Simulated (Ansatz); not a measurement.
# What a trial cell of Rh relaxes into

Computed with DFT PBE, scalar-relativistic, plane waves, PAW in Ansatz. Cutoff 420 eV, Γ-centred k mesh, Gaussian smearing, no spin polarisation in the final step.

Rh was placed on the bcc structure type (Im-3m, No. 229), at a guessed volume.

```
CELL_PARAMETERS angstrom
-1.55921 1.55921 1.55921
1.55921 -1.55921 1.55921
1.55921 1.55921 -1.55921
ATOMIC_POSITIONS crystal
Rh 0.00000 0.00000 0.00000
```

Cell and atoms relax at zero pressure; the relaxation can't lower the symmetry of the start. After a coarse first stage the cell is made exact in the group found at 0.06 Å.

Energies count from the standard state of Rh at the same level.

Question: Describe the relaxed structure.

Answer: It keeps Im-3m (No. 229). The result has the bcc structure. Conventional cell: a = 3.070 Å. Rh has 8 Rh at 2.66 Å and 6 Rh at 3.07 Å.

```
Rh
1.0
    -1.53497    1.53497    1.53497
     1.53497   -1.53497    1.53497
     1.53497    1.53497   -1.53497
Rh
1
Direct
  0.00000 0.00000 0.00000
```

Question: What are its volume, energy, density and gap?

Answer: The volume per atom is 14.47 Å³, the density is 11.81 g/cm³ and the energy over the standard structure is 0.35 eV/atom. The gap on the 26×26×26 mesh is 0 eV (a metal).

The final run used a 26×26×26 mesh on its 1-atom cell and 0.10 eV smearing. For metals, differences of a few meV/atom aren't resolved. A structure relaxed within its symmetry needn't be a true minimum.